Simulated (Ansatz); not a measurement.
BaTiO3: zone-centre modes

Method: Ansatz 0.2.0, DFT PBE+U, scalar-relativistic, plane waves, PAW. The runs took a 420 eV cutoff, a Γ-centred 6×6×4 mesh and Gaussian smearing (0.05 eV). U_eff on d shells: Ti 4 eV. No spin polarisation.

Zero of the scan (relaxed at this level; it needn't be the usual structure):

```
Ba Ti O
1.0
     2.86037    1.65144    2.34605
    -2.86037    1.65144    2.34605
     0.00000   -6.60575    4.69211
Ba Ti O
2 2 6
Direct
  0.00268 0.00268 0.00134
  0.00268 0.00268 0.50134
  0.51280 0.51280 0.25640
  0.51280 0.51280 0.75640
  0.49032 0.49032 0.49129
  0.49032 0.49032 0.99129
  0.49032 0.98258 0.24516
  0.49032 0.98258 0.74516
  0.98258 0.49032 0.24516
  0.98258 0.49032 0.74516
```

Harmonic modes by finite displacements of 0.02 Å, without the LO–TO term. The cell doubles the primitive one, so its zone centre also holds the primitive cell's point q = (0, 0, 1/2).

(1) At this geometry, is the structure stable against these modes?

(2) List the wavenumbers in cm⁻¹.

Results:

(1) Yes: no mode is imaginary beyond 10 cm⁻¹, and only the three translations lie near zero.

(2) 0, 0, 0, 99, 99, 136, 151, 151, 156, 168, 174, 198, 198, 223, 242, 254, 256, 269, 281, 281, 295, 313, 322, 426, 447, 456, 456, 497, 497, 676.

Cost: 1 run of about 19 core-minutes, on Arm Neoverse V1 (shared hosts).